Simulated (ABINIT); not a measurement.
Runs of ABINIT 10.8.3 (patched build) on Li. The structure is cubic, space group Im-3m (No. 229). Conventional cell: a = 3.509 Å, b = 3.509 Å, c = 3.509 Å, α = 90.00°, β = 90.00°, γ = 90.00°. Around Li (site symmetry m-3m) lie 8 Li at 3.04 Å. 

```tsv
task	level	potentials or basis	k mesh	cutoff (eV)	fine-grid cutoff	mesh quality	gap on the mesh (eV)	pressure (GPa)
band structure	revPBE	JTH PAW PBE v2.0	11 × 11 × 11	408	816.342 eV	not flagged	none	-0.3
band structure	PBE	PseudoDojo NC SR PBE v0.4.1 standard	11 × 11 × 11	1007	-	not flagged	none	-0.8
single point	PBE	JTH PAW PBE v2.0	9 × 9 × 9	408	816.342 eV	not flagged	none	-0.8
band structure	r2SCAN	JTH PAW LDA v2.0	11 × 11 × 11	490	979.61 eV	not flagged	none	-
single point	PBE	JTH PAW PBE v2.0	4 × 4 × 4	408	816.342 eV	coarse	none	(a)
```

Alike in all rows: no spin polarisation; cell as given; smearing fermi-dirac 0.05 eV.

Question: Estimate the missing entries.

Answer: (a) -0.2.

Caveats: some runs use coarse meshes; the PAW data sets were made with another functional, which shifts forces and pressure a little (some runs).

A k mesh can miss the band edges.

A gap of «none» marks a metal or a gap under the smearing width.

Not every run made on this cell is shown here.
